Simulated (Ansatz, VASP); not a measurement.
# SiC (Moissanite 3C) in two plane-wave programs

Aim: how closely do two programs agree when they are given the same cell, functional and k mesh? The cell is taken from a series of VASP runs on this material, whose earlier steps may have relaxed, scaled or displaced it; both programs get it as it stands.

Method: plane waves, with VASP 6.6.1 beside it; band structure at HSE06, in Ansatz 0.2.0.

## 1. Set-up

Symmetry: F-43m, No. 216, cubic system. Conventional cell: a = 4.355 Å, b = 4.355 Å, c = 4.355 Å, α = 90.00°, β = 90.00°, γ = 90.00°. Nearest to Si lie 4 C at 1.89 Å. Nearest to C lie 4 Si at 1.89 Å. Farther neighbours are not listed.

## 2. VASP: band structure, HSE06

The same path points are solved in both programs, so levels can be compared one by one.

Lines of VASP's logs that name or quote its potential files are left out, and so is its time.

The run reads the wave functions of an earlier VASP run, which isn't shown here.

File INCAR:

```
SYSTEM = SiC
PREC = Accurate
ENCUT = 520
EDIFF = 1E-06
NELM = 100
ISMEAR = 0
SIGMA = 0.05
LREAL = .FALSE.
ALGO = Normal
LHFCALC = .TRUE.
AEXX = 0.25
GGA = PE
HFSCREEN = 0.2
LASPH = .TRUE.
NBANDS = 10
PRECFOCK = Fast
LORBIT = 11
LWAVE = .FALSE.
LCHARG = .FALSE.
KPAR = 2
```

File POSCAR:

```
SiC
1.0
    0.0000000000      2.1775716673      2.1775716673
    2.1775716673      0.0000000000      2.1775716673
    2.1775716673      2.1775716673      0.0000000000
Si C
1 1
Direct
    0.0000000000      0.0000000000      0.0000000000
    0.2500000000      0.2500000000      0.2500000000
```

File KPOINTS:

```
Automatic mesh
0
Gamma
5 5 5
0 0 0
```

File KPOINTS_OPT:

```
Line mode
6
Line-mode
Reciprocal
  0.00000000   0.00000000   0.00000000 GAMMA
  0.50000000   0.00000000   0.50000000 X

  0.50000000   0.00000000   0.50000000 X
  0.50000000   0.25000000   0.75000000 W

  0.50000000   0.25000000   0.75000000 W
  0.37500000   0.37500000   0.75000000 K

  0.37500000   0.37500000   0.75000000 K
  0.00000000   0.00000000   0.00000000 GAMMA

  0.00000000   0.00000000   0.00000000 GAMMA
  0.50000000   0.50000000   0.50000000 L

  0.50000000   0.50000000   0.50000000 L
  0.62500000   0.25000000   0.62500000 U

  0.62500000   0.25000000   0.62500000 U
  0.50000000   0.25000000   0.75000000 W

  0.50000000   0.25000000   0.75000000 W
  0.50000000   0.50000000   0.50000000 L

  0.50000000   0.50000000   0.50000000 L
  0.37500000   0.37500000   0.75000000 K

  0.62500000   0.25000000   0.62500000 U
  0.50000000   0.00000000   0.50000000 X
```

PAW data sets: Si and C (PBE family, release 64).

The run is started by

```bash
mpirun -np 2 vasp_std
```

Numbers of over 12 decimals in the logs are rounded to 6 here.

The program printed:

```text
[banner, memory and clock lines left out]
running    2 mpi-ranks, on    1 nodes
 distrk:  each k-point on    1 cores,    2 groups
 distr:  one band on    1 cores,    1 groups

 POSCAR found type information on POSCAR SiC
 POSCAR found :  2 types and       2 ions
 LDA part: xc-table for (Slater+PW92), standard interpolation
 found WAVECAR, reading the header
 POSCAR, INCAR and KPOINTS ok, starting setup
 FFT: planning ... GRIDC
 FFT: planning ... GRID_SOFT
 FFT: planning ... GRID
 reading WAVECAR
 the WAVECAR file was read successfully
 initial charge from wavefunction
 entering main loop
       N       E                     dE             d eps       ncg     rms          rms(c)
DAV:   1    -0.174319759793E+02   -0.17432E+02   -0.14693E-01   210   0.319E+00    0.988E-01
DAV:   2    -0.174314103395E+02    0.56564E-03   -0.26014E-03   212   0.387E-01    0.657E-01
DAV:   3    -0.174311639495E+02    0.24639E-03   -0.15523E-03   214   0.207E-01    0.414E-01
DAV:   4    -0.174312164078E+02   -0.52458E-04   -0.20384E-04   234   0.850E-02    0.257E-01
DAV:   5    -0.174312153445E+02    0.10633E-05   -0.29228E-06   206   0.139E-02    0.156E-01
DAV:   6    -0.174312141609E+02    0.11836E-05   -0.42739E-06   200   0.122E-02    0.929E-02
DAV:   7    -0.174312143113E+02   -0.15039E-06   -0.72703E-07   106   0.600E-03
   1 F= -.17431214E+02 E0= -.17431214E+02  d E =-.305270E-12
 Start KPOINTS_OPT (optional k-point list driver)
k-point batch [1-10\60]
       N       E                     dE             ncg
DAV:   1     0.328503411598E+03   -0.24096E+04      208
DAV:   2     0.117818479883E+03   -0.21068E+03      266
DAV:   3     0.107130452200E+03   -0.10688E+02      256
DAV:   4     0.107049490238E+03   -0.80962E-01      264
DAV:   5     0.107049094664E+03   -0.39557E-03      246
DAV:   6     0.107049093202E+03   -0.14616E-05      246
DAV:   7     0.107049093195E+03   -0.69402E-08      228
[...]
k-point batch [51-60\60]
       N       E                     dE             ncg
DAV:   1     0.237931720930E+03   -0.34486E+04      200
DAV:   2     0.533767409751E+02   -0.18455E+03      240
DAV:   3     0.462290191981E+02   -0.71477E+01      250
DAV:   4     0.461616464490E+02   -0.67373E-01      248
DAV:   5     0.461614032319E+02   -0.24322E-03      274
DAV:   6     0.461614025405E+02   -0.69145E-06      240
```

Parts of OUTCAR (step 2):

```text
ion  position               nearest neighbor table
   1  0.000  0.000  0.000-   2 1.89   2 1.89   2 1.89   2 1.89
   2  0.250  0.250  0.250-   1 1.89   1 1.89   1 1.89   1 1.89

  LATTYP: Found a face centered cubic cell.
 ALAT       =     4.3551433346

 Subroutine GETGRP returns: Found 24 space group operations
 (whereof 24 operations were pure point group operations)

The static configuration has the point symmetry T_d .

 Found     10 irreducible k-points:

   k-points           NKPTS =     10   k-points in BZ     NKDIM =    125   number of bands    NBANDS=     10

   dimension x,y,z NGX =    24 NGY =   24 NGZ =   24
   dimension x,y,z NGXF=    48 NGYF=   48 NGZF=   48

   ENCUT  =  520.0 eV  38.22 Ry    6.18 a.u.   5.73  5.73  5.73*2*pi/ulx,y,z

   NELECT =       8.0000    total number of electrons

 k-points in reciprocal lattice and weights: Automatic mesh
   0.00000000  0.00000000  0.00000000       0.008
   0.20000000  0.00000000  0.00000000       0.064
   0.40000000  0.00000000  0.00000000       0.064
   0.20000000  0.20000000  0.00000000       0.048
   0.40000000  0.20000000  0.00000000       0.192
  -0.40000000  0.20000000  0.00000000       0.192
  -0.20000000  0.20000000  0.00000000       0.096
   0.40000000  0.40000000  0.00000000       0.048
  -0.40000000  0.40000000  0.00000000       0.096
  -0.40000000  0.40000000  0.20000000       0.192

  exchange ACFDT corr.  =         0.00000000  see jH, gK, PRB 81, 115126

 average (electrostatic) potential at core
       1 -76.6724       2 -40.8721

 E-fermi :   7.7428

 k-point     1 :       0.0000    0.0000    0.0000
  band No.  band energies     occupation
      1      -9.4954      2.00000
      2       7.5109      2.00000
      3       7.5109      2.00000
      4       7.5109      2.00000
      5      15.1024      0.00000
      6      16.1296      0.00000
      7      16.1296      0.00000
      8      16.1296      0.00000
      9      23.6225      0.00000
    ...

 k-point     2 :       0.2000    0.0000    0.0000
  band No.  band energies     occupation
      1      -8.6541      2.00000
      2       4.0923      2.00000
      3       7.0305      2.00000
      4       7.0305      2.00000
      5      15.0002      0.00000
      6      16.7879      0.00000
      7      16.7879      0.00000
      8      17.8150      0.00000
      9      21.8963      0.00000
    ...

 k-point     3 :       0.4000    0.0000    0.0000
  band No.  band energies     occupation
      1      -6.4116      2.00000
      2      -0.7262      2.00000
      3       6.4368      2.00000
      4       6.4368      2.00000
      5      14.2855      0.00000
      6      16.1990      0.00000
      7      16.1990      0.00000
      8      19.1156      0.00000
      9      24.8946      0.00000
    ...

  energy-cutoff  :      520.00
  volume of cell :       20.65
      direct lattice vectors                 reciprocal lattice vectors
     0.000000000  2.177571667  2.177571667    -0.229613568  0.229613568  0.229613568
     2.177571667  0.000000000  2.177571667     0.229613568 -0.229613568  0.229613568
     2.177571667  2.177571667  0.000000000     0.229613568  0.229613568 -0.229613568

 POSITION                                       TOTAL-FORCE (eV/Angst)
 -----------------------------------------------------------------------------------
      0.00000      0.00000      0.00000        -0.000000     -0.000000     -0.000000
      1.08879      1.08879      1.08879         0.000000      0.000000      0.000000
 -----------------------------------------------------------------------------------
    total drift:                                0.000001     -0.000000      0.000000

  FREE ENERGIE OF THE ION-ELECTRON SYSTEM (eV)
  ---------------------------------------------------
  free  energy   TOTEN  =       -17.4312143113 eV

  energy  without entropy=      -17.4312143113  energy(sigma->0) =      -17.43121431

 total charge
# of ion       s       p       d       tot
------------------------------------------
    1        0.716   0.989   0.000   1.705
    2        0.837   1.717   0.000   2.554
--------------------------------------------------
tot          1.552   2.706   0.000   4.259

[... 3 further parts left out ...]
```

## 3. Ansatz: band structure, HSE06

Ansatz runs on its default PAW (the set named soft_2) files.

The same cell, functional, mesh and smearing now go to Ansatz, which takes its cutoff from its data sets.

File input.yaml:

```yaml
crystal:
  lattice:
    - [0.0, 2.1775716673, 2.1775716673]
    - [2.1775716673, 0.0, 2.1775716673]
    - [2.1775716673, 2.1775716673, 0.0]
  atoms:
    - { symbol: Si, position: [0.0, 0.0, 0.0] }
    - { symbol: C, position: [0.25, 0.25, 0.25] }
hamiltonian:
  xc: { exchange: pbe, correlation: pbe, exx: { coeff: 0.25, omega: 0.2 } }
  pseudopotentials: { kind: paw }
kpoints:
  mp_grid: { grid: [5, 5, 5] }
  band_path:
    path:
      - [0.0, 0.0, 0.0]
      - [0.5, 0.0, 0.5]
      - [0.5, 0.2, 0.7]
      - [0.4, 0.35, 0.75]
      - [0.15, 0.15, 0.3]
      - [0.2, 0.2, 0.2]
      - [0.55, 0.4, 0.55]
      - [0.6, 0.25, 0.65]
      - [0.5, 0.25, 0.75]
      - [0.5, 0.5, 0.5]
      - [0.375, 0.375, 0.75]
      - [0.5, 0.0, 0.5]
    npoints: 1
scf:
  occupations: { method: gaussian, width: 0.05 }
  n_extra_bands: 7
output:
  forces: true
  stress: true
  eigenvalues: true
```

The run is started by

```bash
ansatz run input.yaml --threads 4 --pin off --max-ram 9216MiB --backend cpu --events-out ev --progress --plain --runs-dir out
```

The program printed:

```text
Warning: output.stress: scf.convergence.dr2_threshold = 1e-7 eV (the SCF's general default) is looser than the 2e-10 eV advised for a printed stress (1e-10 eV for each atom of the cell: 2). What an SCF threshold leaves in a stress goes as its square root, and in the free energy as the threshold itself, and one threshold admits the most on a small cell: [figures from the program's tests cut] Set scf.convergence.dr2_threshold to 2e-10 eV or tighter. The threshold is an SCF's pass mark: one that does not reach it within its budget of iterations ends unconverged, or closes short of it on a stop that the run arms, and scf.convergence.dr2_threshold's page says what that costs each kind of run
Warning: output.stress: scf.exx.energy_threshold = 1e-6 eV is looser than the 2e-8 eV advised for a stress under a hybrid functional (1e-8 eV for each atom of the cell: 2). Every SCF of the exchange loop can meet its threshold on dr2 while the loop round them stops early: no threshold on dr2 bounds what that leaves in the stress. Set scf.exx.energy_threshold to 2e-8 eV or tighter. The threshold is the loop's pass mark: a loop that does not reach it within its budget of cycles ends unconverged, and scf.exx.energy_threshold's page has the law
scf.n_extra_bands = 7 over 4 filled bands (N_el = 8.0): the run solves 11 bands
Engine: ansatz 0.2.0, aarch64-unknown-linux-gnu
Pseudopotentials: kind: paw
Pseudopotential: Si, paw, valence charge 4, recommended cutoff 420 eV (normal), Si.paw.azcp
Pseudopotential: C, paw, valence charge 4, recommended cutoff 420 eV (normal), C.paw.azcp
Functional definition: unnamed
  parameter a_1 = 0.25
  parameter omega_1 = 0.2/angstrom
  exchange = pbe_x + (-a_1)*pbe_x_sr(omega_1) + a_1*exact_x_sr(omega_1)
  correlation = pbe_c
Crystal: 2 atoms, lattice volume = 20.651 Å³
Basis set: ecut = 420 eV, 411 PW (Γ), exchange–correlation on 48×48×48 points (8 copies of the dense FFT grid, shifted against one another)
Bands: 11, of which v1, the nominal top of the filled ones, is band 4 counted from 1 (3 counted from 0)
Symmetry: 24 space group operations
Space group: F-43m (ITA 216), of the structure as read, at distance tolerance 2.7e-5 Å
k-points: 10 of 125 (time reversal used)
Non-local potential: Si, projectors of the file, l = 0: 2, l = 1: 2, l = 2: 2
Non-local potential: C, projectors of the file, l = 0: 2, l = 1: 2, l = 2: 1
PAW form: soft (Blöchl's): semilocal exchange-correlation on the pseudo side does not see the compensation charge
PAW frozen core: Si, regenerated for the run's functional, and the local potential with it (the file was generated under x = pbe(κ = 0.804, μ = 0.219515), c = pbe(β = 0.066725))
PAW frozen core: C, regenerated for the run's functional, and the local potential with it (the file was generated under x = pbe(κ = 0.804, μ = 0.219515), c = pbe(β = 0.066725))
PAW one-centre angular grid: Si, 110 points (default); XC on 64 Gauss nodes
PAW one-centre angular grid: C, 110 points (default); XC on 64 Gauss nodes
Initial density: superposition of atomic densities (neutral atoms: chi_scale 0, normalization atom), corrected by the library's trained network
Initial wavefunctions: pseudopotential atomic-orbital guess
Functional: x = pbe(κ = 0.804, μ = 0.219515), c = pbe(β = 0.066725), warm-up for x = pbe(κ = 0.804, μ = 0.219515) + 0.25 (exact − pbe) at short range (hse, ω = 0.2 Å⁻¹), c = pbe(β = 0.066725)
SCF iter   1: F=—  HF=-887.116784 eV  |F-HF|=—  |Δ(HF+E_count)|=         —  Δρ=1.00e-3  dr2=4.74e-5  ethr=1.77e-3  ⟨swp⟩=2.0  Hψ=754  notcnv=0
preconditioner: auto → none  [insulator: Δε(μ)=1.804 eV  Ē_g=17.560 eV  σ=0.050 eV  W_gap=1.00  n_scr=0 (ndim 8)  ℏωp=23.1 eV  f_vac=0.000  D(μ)=0.00/eV (n_scr^D=0)]
SCF iter   2: F=-887.116968 eV  HF=-887.116919 eV  |F-HF|=4.96e-5  |Δ(HF+E_count)|=   1.35e-4  Δρ=4.94e-4  dr2=9.57e-6  ethr=5.92e-7  ⟨swp⟩=2.6  Hψ=164  notcnv=0  defer=2
SCF 1 stopped early in 2 iterations: F = -887.116968 eV  dr2 = 9.57e-6
  greatest PAW one-centre occupation: 0.643 electrons in one spin orbital (limit 2), on the C atom at site 1 (counted from 0), in its partial waves of l = 0
Initial density: handed on by an earlier stage of this run
Initial wavefunctions: those handed on with the density
Functional: x = pbe(κ = 0.804, μ = 0.219515) + 0.25 (exact − pbe) at short range (hse, ω = 0.2 Å⁻¹), c = pbe(β = 0.066725)
Exchange kernel: α = 0.2500, screened, ω = 0.2000 Å⁻¹, Wigner–Seitz truncation, v(0) = 1094.9991 eV·Å³, q-mesh 5×5×5, nearest image of the exchange supercell L = 15.40 Å, pair-density grid 12×12×12, without the augmentation charges, whose exchange is taken in its separable form by FFT convolution over the k-point mesh (sized by the pseudopotential files, 18×18×18 at the most), smooth part of the exact exchange by density-matrix convolution
Frozen-core exchange: fock
SCF iter   1: F=—  HF=-887.764747 eV  |F-HF|=—  |Δ(HF+E_count)|=         —  Δρ=5.68e-3  dr2=4.01e-3  ethr=1.20e-6  ⟨swp⟩=7.9  Hψ=567  notcnv=0
preconditioner: auto → none  [insulator: Δε(μ)=2.719 eV  Ē_g=19.688 eV  σ=0.050 eV  W_gap=1.00  n_scr=0 (ndim 8)  ℏωp=23.1 eV  f_vac=0.000  D(μ)=0.00/eV (n_scr^D=0)]
SCF iter   2: F=—  HF=-887.763199 eV  |F-HF|=—  |Δ(HF+E_count)|=   1.55e-3  Δρ=2.63e-3  dr2=8.72e-4  ethr=1.20e-6  ⟨swp⟩=3.4  Hψ=194  notcnv=0
SCF iter   3: F=—  HF=-887.765014 eV  |F-HF|=—  |Δ(HF+E_count)|=   1.81e-3  Δρ=6.17e-4  dr2=8.04e-5  ethr=1.20e-6  ⟨swp⟩=3.1  Hψ=192  notcnv=0
iter 4 solved again at ethr=7.70e-8 eV; its pass at ethr=9.06e-7 eV (dr2=6.16e-6 eV) is discarded
SCF iter   4: F=—  HF=-887.764990 eV  |F-HF|=—  |Δ(HF+E_count)|=   2.33e-5  Δρ=1.77e-4  dr2=8.15e-6  ethr=7.70e-8  ⟨swp⟩=2.0  Hψ=374  notcnv=0
SCF iter   5: F=-887.765003 eV  HF=-887.765003 eV  |F-HF|=4.08e-7  |Δ(HF+E_count)|=   1.27e-5  Δρ=7.85e-5  dr2=1.05e-6  ethr=7.70e-8  ⟨swp⟩=2.0  Hψ=150  notcnv=0
SCF 2 stopped early in 5 iterations: F = -887.765003 eV  dr2 = 1.05e-6
  greatest PAW one-centre occupation: 0.645 electrons in one spin orbital (limit 2), on the C atom at site 1 (counted from 0), in its partial waves of l = 0
hybrid outer 1: dexx = +2.349e-3 eV, tail = 4.17e-6 eV
Exchange kernel: α = 0.2500, screened, ω = 0.2000 Å⁻¹, Wigner–Seitz truncation, v(0) = 1094.9991 eV·Å³, q-mesh 5×5×5, nearest image of the exchange supercell L = 15.40 Å, pair-density grid 12×12×12, without the augmentation charges, whose exchange is taken in its separable form by FFT convolution over the k-point mesh (sized by the pseudopotential files, 18×18×18 at the most), smooth part of the exact exchange by density-matrix convolution
Frozen-core exchange: fock
SCF iter   1: F=—  HF=-887.764995 eV  |F-HF|=—  |Δ(HF+E_count)|=         —  Δρ=2.55e-5  dr2=1.07e-7  ethr=2.60e-7  ⟨swp⟩=5.5  Hψ=324  notcnv=0
preconditioner: auto → none  [insulator: Δε(μ)=2.752 eV  Ē_g=19.690 eV  σ=0.050 eV  W_gap=1.00  n_scr=0 (ndim 8)  ℏωp=23.1 eV  f_vac=0.000  D(μ)=0.00/eV (n_scr^D=0)]
SCF iter   2: F=-887.764995 eV  HF=-887.764995 eV  |F-HF|=4.74e-10  |Δ(HF+E_count)|=   1.87e-8  Δρ=7.31e-6  dr2=8.51e-9  ethr=1.29e-9  ⟨swp⟩=2.9  Hψ=173  notcnv=0
SCF 3 converged in 2 iterations: F = -887.764995 eV  dr2 = 8.51e-9
  Residual-converged pass: ⟨swp⟩=3.1  Hψ=190  notcnv=0  max |occ|·‖R‖ = 2.1e-6 eV (tolerance 2.4e-6 eV)  dr2=8.52e-9  dr2_onsite=3.01e-10  max |Δocc| = 0.0e0
hybrid outer 2: dexx = +2.852e-8 eV, tail = 1.81e-8 eV, Δε = 1.22e-3 eV (about 1.12e-4 eV left of the loop's levels)
NSCF: frozen V_eff on 12 k-points
hybrid SCF converged: 2 outer / 7 inner (+2 warm-up), last move |dexx| = 2.85e-8 eV, tail = 1.81e-8 eV
Stability not checked: this state was not tested for a lower state beside it, because the functional holds exact exchange (a hybrid, or Hartree-Fock), whose exchange loop this test does not read (fock_operator; see scf.lower_state_search)
Free energy (F): -887.764995 eV
Frozen-core exchange: fock
Harris-Foulkes:  -887.764995 eV  (|F-HF|=4.74e-10)
Internal energy: -887.764995 eV  (E = F + TS)
E sigma→0 (E₀):  -887.764995 eV
Fermi energy:    10.269681 eV
--- Per-component energies (eV) ---
  E_band       = 19.277940
  E_kinetic    = 135.973507
  E_local      = -103.343235  (includes V_loc(G=0)·N_el)
  E_nonlocal   = 50.547714
  E_hartree    = 32.220897
  E_xc         = -85.611096
  E_vxc        = -88.271312  (∫ρ·V_xc dr)
  E_exx        = -15.340150  (= α·E_x^exact, valence–valence)
  E_paw        = -617.165669  (= ΣΔE_a)
  E_vpaw       = -9.389709  (= ΣTr[D̂ρ^β])
  E_aug_tail   = 0.000014  (compensation charges beyond the density's cutoff)
  E_ewald      = -284.970578
  E_core_change = -0.076398  (= ΣΔE_core)
  E_smearing   = -0.000000  (= −TS)
  E_closure    = -0.000000  (closes the sum)
  Σ components = -887.764995   (vs F -887.764995, Δ=0.00e0)
--- Forces (eV/Å), atoms counted from 1 ---
  atom   1  Si     0.00000000    -0.00000000     0.00000000
  atom   2  C     -0.00000000     0.00000000     0.00000000
  max |Σ_I F_I| component: 7.40e-17 eV/Å
--- Stress (GPa, compression-positive) ---
       -0.875210       0.000000      -0.000000
       -0.000000      -0.875210       0.000000
       -0.000000       0.000000      -0.875210
  P = ⅓ Tr σ = -0.8752 GPa (-8.752 kbar)
--- Band table (eV; the first three rows and the last of 10) ---
  k-point 0: bands = [-8.1006, 8.8943, 8.8943, 8.8943, 16.4658, 17.5257, 17.5257, 17.5257, ... 3 higher]
  k-point 1: bands = [-7.2598, 5.4790, 8.4157, 8.4157, 16.3797, 18.1791, 18.1791, 19.1877, ... 3 higher]
  k-point 2: bands = [-5.0189, 0.6641, 7.8236, 7.8236, 15.6630, 17.5828, 17.5828, 20.4814, ... 3 higher]
  k-point 9: bands = [-3.2593, 1.4959, 3.6174, 5.1477, 14.9315, 18.5009, 19.1470, 22.9083, ... 3 higher]
```

The job ended after 5.2 s (4 threads of Arm Neoverse V2, shared host; peak memory 0.44 GiB).

In the SCF lines HF is the Harris–Foulkes energy and dr2 the Hartree energy of the density residual, in eV; the loop may stop once dr2 is under the threshold and the program's other checks hold. Hψ counts applications of the Hamiltonian.

## 4. Side by side

Known differences besides the potentials themselves: exact exchange at q = 0 is treated differently, which shows on coarse meshes; VASP keeps PBE cores, Ansatz makes them for the functional; the cutoff is 420 eV in Ansatz and 520 eV in VASP; VASP takes a coarser grid for exact exchange (PRECFOCK = Fast). Total energies have different zeros and are not compared.

Both answers:

```csv
quantity,Ansatz,VASP,difference
gap over the path points (eV),2.247,2.252,-0.004
```

Levels at points of the path, from each program's valence-band top (eV; 3 filled, then empty):

```csv
k (reciprocal lattice),Ansatz,VASP
0.000 0.000 0.000,0.00 0.00 0.00 7.57 8.63 8.63,0.00 0.00 0.00 7.59 8.62 8.62
0.500 0.000 0.500,-8.54 -3.50 -3.50 2.25 5.40 15.97,-8.55 -3.51 -3.51 2.25 5.40 15.98
0.500 0.200 0.700,-7.80 -5.24 -4.94 5.79 9.40 11.58,-7.81 -5.24 -4.94 5.79 9.40 11.59
0.400 0.350 0.750,-7.93 -6.00 -3.05 4.34 9.15 13.08,-7.95 -6.01 -3.05 4.35 9.16 13.09
0.150 0.150 0.300,-3.76 -2.21 -0.30 8.45 8.81 9.34,-3.76 -2.22 -0.30 8.45 8.82 9.33
0.200 0.200 0.200,-3.42 -0.48 -0.48 7.49 9.29 9.29,-3.42 -0.48 -0.48 7.49 9.28 9.28
0.550 0.400 0.550,-8.97 -2.94 -1.66 6.37 8.83 9.76,-8.98 -2.94 -1.67 6.38 8.84 9.76
0.600 0.250 0.650,-7.93 -6.00 -3.05 4.34 9.15 13.08,-7.95 -6.01 -3.05 4.35 9.16 13.09
0.500 0.250 0.750,-7.68 -5.45 -5.06 6.35 10.94 11.07,-7.69 -5.46 -5.07 6.36 10.95 11.07
0.500 0.500 0.500,-9.36 -1.16 -1.16 6.67 8.50 8.50,-9.37 -1.16 -1.16 6.68 8.50 8.50
```

Among the levels compared at these points, filled levels agree within 11 meV and empty ones within 20 meV.

## 5. Outcome

```json
{"difference in gap over the path points (band structure, HSE06)": "-0.0042 eV"}
```

What this shows: The difference in gap over the path points is -0.0042 eV (band structure, HSE06), within the 0.08 eV picked in this series as the mark of a large difference. How closely two codes agree says nothing of how well the functional describes the real material.

[Lines on the potential files, build, host, timing and source positions are cut from VASP's logs without a mark.]

[Logs are printed without paths, hosts, clocks, repeated set-up lines and the standing remarks that a program may print on its own settings, such as how far it seeks lower states.]

[Hosts, paths, dates, database ids (printed as entryN), source tags and the programs' standing remarks are cut or masked in the printed files.]
